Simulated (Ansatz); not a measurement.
Hf, A15: how the functional moves the structure

All rows: Ansatz, plane waves with scalar-relativistic PAW, 420 eV (500 eV for the SCAN forms), relaxed under each functional, no dispersion correction, no zero-point motion. B₀ comes from uniform scaling at fixed shape; a dash is a value not given.

```json
{"functional": "PBE", "V (Å³/atom)": "22.60", "cell": "a = 5.654 Å", "magnetic state": "spin not included", "ΔE to hcp (meV/atom)": "242"}
{"functional": "PBEsol", "V (Å³/atom)": "21.53", "cell": "a = 5.564 Å", "magnetic state": "spin not included", "ΔE to hcp (meV/atom)": "229"}
{"functional": "LDA", "V (Å³/atom)": "20.65", "cell": "a = 5.487 Å", "magnetic state": "spin not included", "ΔE to hcp (meV/atom)": "206"}
{"functional": "revPBE", "V (Å³/atom)": "23.10", "cell": "a = 5.696 Å", "magnetic state": "spin not included", "ΔE to hcp (meV/atom)": "248"}
{"functional": "RPBE", "V (Å³/atom)": "23.30", "cell": "a = 5.712 Å", "magnetic state": "spin not included", "ΔE to hcp (meV/atom)": "250"}
{"functional": "BLYP", "V (Å³/atom)": "23.22", "cell": "a = 5.706 Å", "magnetic state": "spin not included", "ΔE to hcp (meV/atom)": "224"}
```

Task: What does r²SCAN give?

Result: V (Å³/atom): 22.45; cell: a = 5.642 Å; magnetic state: spin not included; ΔE to hcp (meV/atom): 279.
